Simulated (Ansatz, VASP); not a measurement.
## One calculation of MgO, two programs

INCAR

```
SYSTEM = MgO
PREC     = Accurate       ! precision mode
ENCUT    = 520            ! plane-wave cutoff, eV
EDIFF    = 1E-6           ! SCF threshold, eV
ISMEAR   = 0              ! smearing method
SIGMA    = 0.05           ! smearing width, eV
LREAL    = .FALSE.        ! projectors in reciprocal space
LASPH    = .TRUE.         ! aspherical terms in the spheres
NELM     = 80             ! most SCF steps
ALGO     = Normal         ! electronic algorithm
ISIF     = 2              ! what is computed and relaxed
LWAVE    = .FALSE.        ! write WAVECAR
LCHARG   = .FALSE.        ! write CHGCAR
GGA      = PS             ! functional
NBANDS   = 16             ! bands
```

The input KPOINTS:

```
regular mesh
0
G
  9 9 6
  0 0 0
```

Contents of POSCAR:

```
MgO
1.0
    3.2808071791      0.0000000000      0.0000000000
   -1.6404035896      2.8412623620      0.0000000000
    0.0000000000      0.0000000000      4.7180247818
Mg O
2 2
Direct
    0.6666666667      0.3333333333      0.7500000000
    0.3333333333      0.6666666667      0.2500000000
    0.6666666667      0.3333333333      0.2500000000
    0.3333333333      0.6666666667      0.7500000000
```

Input for Ansatz:

```yaml
crystal:
  lattice:
    - [3.2808071791, 0.0, 0.0]
    - [-1.6404035896, 2.841262362, 0.0]
    - [0.0, 0.0, 4.7180247818]
  atoms:
    - { symbol: Mg, position: [0.6666666667, 0.3333333333, 0.75] }
    - { symbol: Mg, position: [0.3333333333, 0.6666666667, 0.25] }
    - { symbol: O, position: [0.6666666667, 0.3333333333, 0.25] }
    - { symbol: O, position: [0.3333333333, 0.6666666667, 0.75] }
basis:
  ecutwfc: 420
kpoints:
  mp_grid: { grid: [9, 9, 6] }
hamiltonian:
  xc: pbesol
scf:
  occupations: { method: gaussian, width: 0.05 }
output:
  forces: true
  stress: true
  eigenvalues: true
```

Alike in both runs: task single point; functional PBEsol; k mesh 9 × 9 × 6; occupations gaussian, width 0.05 eV; no spin polarisation.

|  | VASP | Ansatz |
| --- | --- | --- |
| version | VASP 6.6.1 | Ansatz 0.2.0 |
| potentials or method | VASP PAW PBE potentials, release 64 (Mg, O) | scalar-relativistic, plane waves, PAW |
| plane-wave cutoff (eV) | 520 | 420 |
| valence electrons in the cell | 16 | 32 |

```csv
,VASP,Ansatz,Ansatz less VASP
gap on the k mesh at the Fermi level (eV),3.17,3.18,+0.004
least direct gap on the mesh (eV),3.17,3.18,+0.004
pressure (GPa),8.1,8.2,+0.12
largest component of the traceless stress (GPa),18.11,17.86,-0.257
```

The two sets of potentials don't hold the same shells in valence.

Caveats: the PAW data sets were made with another functional, which shifts forces and pressure a little (VASP). PBEsol gaps usually lie below the measured ones, often by a third to a half.
